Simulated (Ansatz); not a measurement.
input.yaml

```yaml
crystal:
  lattice:
    - [3.147, 0.0, 0.0]
    - [0.0, 3.147, 0.0]
    - [0.0, 0.0, 3.147]
  atoms:
    - { symbol: Zn, position: [0.5, 0.5, 0.5] }
    - { symbol: Au, position: [0.0, 0.0, 0.0] }
basis:
  ecutwfc: 420
kpoints:
  mp_grid: { grid: [14, 14, 14] }
hamiltonian:
  xc: pbe
scf:
  occupations: { method: gaussian, width: 0.1 }
output:
  forces: true
  stress: true
  eigenvalues: true
relax:
  adjacent_minimum: "off"
  f_tol: 0.005
  max_steps: 80
  cell: { stress_tol: 0.05 }
```

Run as
```bash
ansatz run input.yaml --threads 1 --pin off --max-ram 2560MiB --backend cpu --events-out ev --progress --plain --runs-dir out
```

The calculation used Ansatz 0.2.0, DFT PBE, scalar-relativistic, plane waves, PAW.

Part of what the program printed, abridged:

```
Pseudopotentials: kind: paw
Pseudopotential: Zn, paw, valence charge 12, recommended cutoff 420 eV (normal)
Pseudopotential: Au, paw, valence charge 19, recommended cutoff 420 eV (normal)
Functional definition: PBE
Crystal: 2 atoms, lattice volume = 31.167 Å³
Basis set: ecut = 420 eV, 619 PW (Γ), exchange–correlation on 48×48×48 points (8 copies of the dense FFT grid, shifted against one another)
Bands: 20, of which v1, the nominal top of the filled ones, is band 16 counted from 1 (15 counted from 0)
Symmetry: 48 space group operations
Space group: Pm-3m (ITA 221), of the structure as read, at distance tolerance 3.1e-5 Å
k-points: 120 of 2744
Initial density: superposition of atomic densities (neutral atoms: chi_scale 0, normalization atom), corrected by the library's trained network
Initial wavefunctions: pseudopotential atomic-orbital guess
Functional: x = pbe(κ = 0.804, μ = 0.21951497), c = pbe(β = 0.06672455)
SCF iter   1: F=—  HF=-16468.762377 eV  |F-HF|=—  |Δ(HF+E_count)|=         —  Δρ=1.83e-3  dr2=9.23e-4  ethr=1.77e-3  ⟨swp⟩=5.1  Hψ=10062  notcnv=0
SCF iter   2: F=—  HF=-16468.763293 eV  |F-HF|=—  |Δ(HF+E_count)|=   9.16e-4  Δρ=8.91e-4  dr2=1.47e-4  ethr=2.98e-6  ⟨swp⟩=2.2  Hψ=4853  notcnv=0
SCF iter   3: F=—  HF=-16468.763338 eV  |F-HF|=—  |Δ(HF+E_count)|=   4.50e-5  Δρ=2.09e-4  dr2=5.47e-6  ethr=4.75e-7  ⟨swp⟩=2.0  Hψ=2970  notcnv=0
SCF iter   4: F=—  HF=-16468.763340 eV  |F-HF|=—  |Δ(HF+E_count)|=   1.80e-6  Δρ=1.87e-4  dr2=6.42e-6  ethr=1.77e-8  ⟨swp⟩=2.0  Hψ=4166  notcnv=0
SCF iter   5: F=—  HF=-16468.763337 eV  |F-HF|=—  |Δ(HF+E_count)|=   2.92e-6  Δρ=3.25e-5  dr2=4.12e-7  ethr=1.77e-8  ⟨swp⟩=2.0  Hψ=3674  notcnv=0
SCF iter   6: F=-16468.763337 eV  HF=-16468.763337 eV  |F-HF|=8.03e-9  |Δ(HF+E_count)|=   8.68e-8  Δρ=5.63e-6  dr2=1.32e-8  ethr=3.23e-10  ⟨swp⟩=5.6  Hψ=9814  notcnv=0
SCF 1 converged in 6 iterations: F = -16468.763337 eV  dr2 = 1.32e-8
relax step   1: F+E_penalty+E_count = -16468.76333719 eV  Δ(F+E_penalty+E_count) = +0.000e0 eV  max|allowed force component| = 7.428e-30 eV/Å  Δτ_max = 0.0000 Å  P = +4.830 GPa  Ω = 31.167 Å³  (6 SCF iters, dr2 threshold 1.00e-7 eV, accepted)
Crystal: 2 atoms, lattice volume = 32.937 Å³
Initial density: handed on by an earlier stage of this run
Initial wavefunctions: those handed on with the density
SCF iter   1: F=—  HF=-16468.783335 eV  |F-HF|=—  |Δ(HF+E_count)|=         —  Δρ=6.57e-3  dr2=2.54e-2  ethr=8.06e-5  ⟨swp⟩=1.6  Hψ=13710  notcnv=0
SCF iter   2: F=—  HF=-16468.778901 eV  |F-HF|=—  |Δ(HF+E_count)|=   4.43e-3  Δρ=5.78e-3  dr2=1.03e-2  ethr=8.06e-5  ⟨swp⟩=2.4  Hψ=4132  notcnv=0
SCF iter   3: F=—  HF=-16468.776013 eV  |F-HF|=—  |Δ(HF+E_count)|=   2.89e-3  Δρ=1.25e-3  dr2=2.74e-4  ethr=3.31e-5  ⟨swp⟩=2.9  Hψ=4768  notcnv=0
SCF iter   4: F=—  HF=-16468.775976 eV  |F-HF|=—  |Δ(HF+E_count)|=   3.78e-5  Δρ=6.81e-4  dr2=7.72e-5  ethr=8.85e-7  ⟨swp⟩=2.0  Hψ=4098  notcnv=0
SCF iter   5: F=—  HF=-16468.775949 eV  |F-HF|=—  |Δ(HF+E_count)|=   2.67e-5  Δρ=1.15e-4  dr2=2.21e-6  ethr=2.49e-7  ⟨swp⟩=2.0  Hψ=3056  notcnv=0
SCF iter   6: F=-16468.775949 eV  HF=-16468.775949 eV  |F-HF|=1.84e-8  |Δ(HF+E_count)|=   1.56e-7  Δρ=1.85e-5  dr2=3.14e-8  ethr=6.45e-10  ⟨swp⟩=5.5  Hψ=11998  notcnv=0
SCF 2 converged in 6 iterations: F = -16468.775949 eV  dr2 = 3.14e-8
relax step   2: F+E_penalty+E_count = -16468.77594914 eV  Δ(F+E_penalty+E_count) = -1.261e-2 eV  max|allowed force component| = 2.630e-30 eV/Å  Δτ_max = 0.0000 Å  P = -1.948 GPa  Ω = 32.937 Å³  energy of the carried Pulay correction = -1.082e-3 eV  (6 SCF iters, dr2 threshold 2.00e-7 eV, accepted)
Crystal: 2 atoms, lattice volume = 32.408 Å³
SCF iter   1: F=—  HF=-16468.780437 eV  |F-HF|=—  |Δ(HF+E_count)|=         —  Δρ=1.94e-3  dr2=2.15e-3  ethr=7.28e-6  ⟨swp⟩=1.4  Hψ=12989  notcnv=0
SCF iter   2: F=—  HF=-16468.780084 eV  |F-HF|=—  |Δ(HF+E_count)|=   3.54e-4  Δρ=1.70e-3  dr2=8.79e-4  ethr=6.94e-6  ⟨swp⟩=2.5  Hψ=3751  notcnv=0
SCF iter   3: F=—  HF=-16468.779828 eV  |F-HF|=—  |Δ(HF+E_count)|=   2.56e-4  Δρ=3.58e-4  dr2=2.10e-5  ethr=2.83e-6  ⟨swp⟩=2.4  Hψ=3694  notcnv=0
SCF iter   4: F=—  HF=-16468.779817 eV  |F-HF|=—  |Δ(HF+E_count)|=   1.08e-5  Δρ=1.96e-4  dr2=6.01e-6  ethr=6.78e-8  ⟨swp⟩=2.0  Hψ=4118  notcnv=0
SCF iter   5: F=-16468.779815 eV  HF=-16468.779815 eV  |F-HF|=1.19e-8  |Δ(HF+E_count)|=   1.69e-6  Δρ=3.33e-5  dr2=1.66e-7  ethr=6.45e-10  ⟨swp⟩=4.5  Hψ=11909  notcnv=0
SCF 3 converged in 5 iterations: F = -16468.779815 eV  dr2 = 1.66e-7
relax step   3: F+E_penalty+E_count = -16468.77981514 eV  Δ(F+E_penalty+E_count) = -3.866e-3 eV  max|allowed force component| = 4.076e-30 eV/Å  Δτ_max = 0.0000 Å  P = -0.169 GPa  Ω = 32.408 Å³  energy of the carried Pulay correction = -7.647e-4 eV  (5 SCF iters, dr2 threshold 2.00e-7 eV, accepted)
Crystal: 2 atoms, lattice volume = 32.361 Å³
SCF iter   1: F=—  HF=-16468.779876 eV  |F-HF|=—  |Δ(HF+E_count)|=         —  Δρ=1.77e-4  dr2=1.64e-5  ethr=4.16e-8  ⟨swp⟩=2.0  Hψ=12638  notcnv=0
SCF iter   2: F=—  HF=-16468.779870 eV  |F-HF|=—  |Δ(HF+E_count)|=   5.54e-6  Δρ=1.56e-4  dr2=7.00e-6  ethr=4.16e-8  ⟨swp⟩=2.6  Hψ=4012  notcnv=0
SCF iter   3: F=—  HF=-16468.779869 eV  |F-HF|=—  |Δ(HF+E_count)|=   1.89e-6  Δρ=3.94e-5  dr2=2.04e-7  ethr=2.26e-8  ⟨swp⟩=2.7  Hψ=3934  notcnv=0
SCF iter   4: F=—  HF=-16468.779869 eV  |F-HF|=—  |Δ(HF+E_count)|=   3.66e-8  Δρ=2.21e-5  dr2=7.98e-8  ethr=2.31e-10  ⟨swp⟩=5.4  Hψ=10794  notcnv=0
SCF iter   5: F=-16468.779869 eV  HF=-16468.779869 eV  |F-HF|=4.22e-10  |Δ(HF+E_count)|=   1.89e-8  Δρ=2.94e-6  dr2=1.27e-9  ethr=2.31e-10  ⟨swp⟩=4.2  Hψ=7846  notcnv=0
SCF 4 converged in 5 iterations: F = -16468.779869 eV  dr2 = 1.27e-9
relax step   4: F+E_penalty+E_count = -16468.77986856 eV  Δ(F+E_penalty+E_count) = -5.342e-5 eV  max|allowed force component| = 2.840e-29 eV/Å  Δτ_max = 0.0000 Å  P = -0.003 GPa  Ω = 32.361 Å³  energy of the carried Pulay correction = -7.365e-4 eV  (5 SCF iters, dr2 threshold 7.15e-8 eV, accepted)
Initial wavefunctions: pseudopotential atomic-orbital guess (no wavefunctions were taken with the density)
SCF iter   1: F=—  HF=-16468.780253 eV  |F-HF|=—  |Δ(HF+E_count)|=         —  Δρ=5.39e-4  dr2=2.35e-6  ethr=2.86e-8  ⟨swp⟩=3.1  Hψ=17200  notcnv=0
SCF iter   2: F=—  HF=-16468.780494 eV  |F-HF|=—  |Δ(HF+E_count)|=   2.41e-4  Δρ=2.81e-4  dr2=1.66e-6  ethr=7.58e-9  ⟨swp⟩=2.0  Hψ=3363  notcnv=0
SCF iter   3: F=—  HF=-16468.780560 eV  |F-HF|=—  |Δ(HF+E_count)|=   6.68e-5  Δρ=1.01e-4  dr2=4.28e-7  ethr=5.35e-9  ⟨swp⟩=2.0  Hψ=3642  notcnv=0
SCF iter   4: F=—  HF=-16468.780569 eV  |F-HF|=—  |Δ(HF+E_count)|=   9.04e-6  Δρ=1.64e-5  dr2=3.54e-8  ethr=1.38e-9  ⟨swp⟩=2.0  Hψ=3713  notcnv=0
SCF iter   5: F=—  HF=-16468.780569 eV  |F-HF|=—  |Δ(HF+E_count)|=   1.33e-7  Δρ=7.39e-6  dr2=1.03e-9  ethr=1.14e-10  ⟨swp⟩=2.0  Hψ=3043  notcnv=0
SCF iter   6: F=-16468.780570 eV  HF=-16468.780570 eV  |F-HF|=4.00e-11  |Δ(HF+E_count)|=   5.40e-8  Δρ=3.27e-7  dr2=1.95e-11  ethr=1.00e-12  ⟨swp⟩=4.1  Hψ=12125  notcnv=0
SCF 5 converged in 6 iterations: F = -16468.780570 eV  dr2 = 1.95e-11
SCF converged after 6 iterations
Free energy (F): -16468.780570 eV
Harris-Foulkes:  -16468.780570 eV  (|F-HF|=4.00e-11)
Internal energy: -16468.776922 eV  (E = F + TS)
E sigma→0 (E₀):  -16468.778746 eV
Entropy (-TS):   -0.003647 eV (-1.824 meV/atom)
Fermi energy:    16.235624 eV
--- Per-component energies (eV) ---
  E_band       = -187.950204
  E_kinetic    = 735.313293
  E_local      = -3330.788323  (includes V_loc(G=0)·N_el)
  E_nonlocal   = 686.245941
  E_hartree    = 1403.240238
  E_xc         = -365.546237
  E_vxc        = -327.703814  (∫ρ·V_xc dr)
  E_paw        = -11533.784196  (= ΣΔE_a)
  E_vpaw       = -757.498997  (= ΣTr[D̂ρ^β])
  E_aug_tail   = 0.001007  (compensation charges beyond the density's cutoff)
  E_ewald      = -4063.458645
  E_smearing   = -0.003647  (= −TS)
--- Forces (eV/Å), atoms counted from 1 ---
  atom   1  Zn     0.00000000     0.00000000     0.00000000
  atom   2  Au     0.00000000     0.00000000     0.00000000
--- Stress (GPa, compression-positive) ---
       -0.011215       0.000000       0.000000
        0.000000      -0.011215       0.000000
        0.000000       0.000000      -0.011215
  P = ⅓ Tr σ = -0.0112 GPa (-0.112 kbar)
--- Band table (eV; the first three rows and the last of 120) ---
  k-point 0: bands = ["-89.8080", "-41.2272", "-41.2272", "-41.2272", "5.9656", "8.2987", "8.2987", "8.9080", "8.9080", "8.9080", "10.9579", "10.9579", "12.5728", "12.5728", "12.5728", "21.1737", "21.1737", "21.1737", "24.6397", "28.0639"]
  k-point 1: bands = ["-89.8080", "-41.2289", "-41.2271", "-41.2271", "6.0538", "8.3162", "8.3230", "8.9067", "8.9067", "8.9147", "10.9457", "10.9827", "12.5089", "12.5089", "12.5663", "20.4278", "21.3371", "21.3371", "25.1199", "27.9825"]
  k-point 2: bands = ["-89.8078", "-41.2337", "-41.2268", "-41.2268", "6.3147", "8.3662", "8.3907", "8.9036", "8.9036", "8.9335", "10.9103", "11.0520", "12.3370", "12.3370", "12.5477", "18.9813", "21.8073", "21.8073", "25.7250", "27.7577"]
  k-point 119: bands = ["-89.8057", "-41.2557", "-41.2557", "-41.2557", "8.6543", "8.6543", "8.6543", "9.2129", "9.2129", "10.0584", "10.0584", "10.0584", "13.1772", "13.1772", "17.5336", "19.5983", "19.9561", "19.9561", "19.9561", "21.9545"]
--- Relaxed structure (4 steps of the walk, 4 accepted, 1 SCFs on fresh bases) ---
  F+E_penalty+E_count = -16468.78056951 eV   max|allowed force component| = 2.919e-29 eV/Å   (the final SCF, on the basis selected at the relaxed cell)
  cell:  # Å, volume = 32.3610 Å³
    - [3.18669688, 0.0, 0.0]
    - [0.0, 3.18669688, 0.0]
    - [0.0, 0.0, 3.18669688]
  atoms:
    - { symbol: Zn, position: [0.49999999, 0.49999999, 0.49999999] }
    - { symbol: Au, position: [0.0, 0.0, 0.0] }
```

The relaxation met its thresholds.

The run took 74 s on 1 thread of Intel(R) Xeon(R) Processor @ 2.50GHz (Skylake/Cascade Lake) (shared host), peak memory 0.39 GiB.

Spin–orbit coupling is left out, which can shift energies with elements as heavy as these.